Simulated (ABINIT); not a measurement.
ZrC:

```
Zr C
1.0
     0.00000    2.36500    2.36500
     2.36500    0.00000    2.36500
     2.36500    2.36500    0.00000
Zr C
1 1
Direct
  0.50000 0.50000 0.50000
  0.00000 0.00000 0.00000
```

Base run:

- Program: ABINIT 10.8.3 (patched build)
- Functional: HCTH407
- Potentials or basis: JTH PAW PBE v2.0
- Cutoff: 544 eV
- k mesh: 10 × 10 × 10
- Occupations: fermi-dirac, width 0.05 eV
- Spin: no spin polarisation

Its results: band gap on the k mesh none (metal or under the smearing width); pressure -6.3 GPa.

The run is repeated on the same cell with these changes: functional from HCTH407 to BLYP. What comes out?

Band gap on the k mesh none (metal or under the smearing width); pressure 4.1 GPa.

Caveats: the PAW data sets were made with another functional, which shifts forces and pressure a little.
